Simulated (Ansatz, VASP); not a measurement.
# Two plane-wave programs on BiTe

```
CELL_PARAMETERS angstrom
0.00000 3.23500 3.23500
3.23500 0.00000 3.23500
3.23500 3.23500 0.00000
ATOMIC_POSITIONS crystal
Bi 0.00000 0.00000 0.00000
Te 0.50000 0.50000 0.50000
```

Alike in both runs: task single point; functional PBE; k mesh 9 × 9 × 9; occupations fermi-dirac, width 0.1 eV; no spin polarisation.

|  | VASP | Ansatz |
| --- | --- | --- |
| version | VASP 6.6.1 | Ansatz 0.2.0 |
| potentials or method | VASP PAW PBE potentials, release 64 (Bi_d, Te) | plane waves, PAW |
| plane-wave cutoff (eV) | 520 | 520 |
| valence electrons in the cell | 21 | 31 |

Ansatz gave:

```
pressure (GPa) : 0.8
```

Problem. What did VASP give for the same quantities?

Solution. Pressure (GPa): 0.7.

The two sets of potentials don't hold the same shells in valence.
